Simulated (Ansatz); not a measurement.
# ³³S NMR of the central transition in SnS

Cell: a computed structure from the Materials Project (it need not be an observed phase), its atoms then relaxed with PBE in this cell.

```cif
data_SnS
_symmetry_space_group_name_H-M 'Pnma'
_symmetry_Int_Tables_number 62
_cell_length_a 11.3920
_cell_length_b 3.9569
_cell_length_c 4.5328
_cell_angle_alpha 90.000
_cell_angle_beta 90.000
_cell_angle_gamma 90.000
loop_
_atom_site_label
_atom_site_type_symbol
_atom_site_symmetry_multiplicity
_atom_site_Wyckoff_symbol
_atom_site_fract_x
_atom_site_fract_y
_atom_site_fract_z
Sn Sn 4 c 0.6204 0.2500 0.3629
S S 4 c 0.3503 0.2500 0.0244
```

One atom of each set is listed.

Level of theory: DFT, r2SCAN, plane waves and PAW, scalar-relativistic, 500 eV cutoff, Γ-centred 3×8×7 k-points, Fermi–Dirac smearing 0.01 eV (Ansatz 0.2.0).

³³S has I = 3/2 and Q = -69.40 mb (Pyykkö 2018); at 18.8 T its Larmor frequency is ν₀ = 61.5 MHz. Only the quadrupole interaction is simulated: positions count from each site's isotropic chemical shift, and J coupling is left out, as are shift anisotropy and dipolar coupling, which fast spinning averages.

Simulated pattern of one S site (fast magic-angle spinning, Gaussian broadening 2 kHz):

offset (kHz), height and a bar:
```
   -47.55          0 
   -45.63          4 #
   -43.71          6 ##
   -41.79          6 ##
   -39.87          6 ##
   -37.95          7 ##
   -36.03          7 ##
   -34.11          7 ##
   -32.19          8 ##
   -30.27         24 #######
   -28.35         77 #######################
   -26.43         70 #####################
   -24.51         52 ################
   -22.59         46 ##############
   -20.66         44 #############
   -18.74         43 #############
   -16.82         44 #############
   -14.90         46 ##############
   -12.98         50 ###############
   -11.06         59 ##################
    -9.14         81 ########################
    -7.22        100 ##############################
    -5.30         35 ##########
    -3.38          1
```

Question: Which |C_Q| and η does the pattern imply?

Answer: The pattern spans 40.3 kHz before broadening and its centre of gravity is at -18.4 kHz, which fixes P_Q; the places of the horns and steps fix η. That gives P_Q = 6.72 MHz, |C_Q| = 6.72 MHz and η = 0.08. The sign of C_Q can't be read from the pattern.

At S V_zz stands upright on the plane through its three neighbours (within 12°).

Without spin–orbit coupling (the program notes it for Sn) the gradients can shift somewhat, as the gap is small.
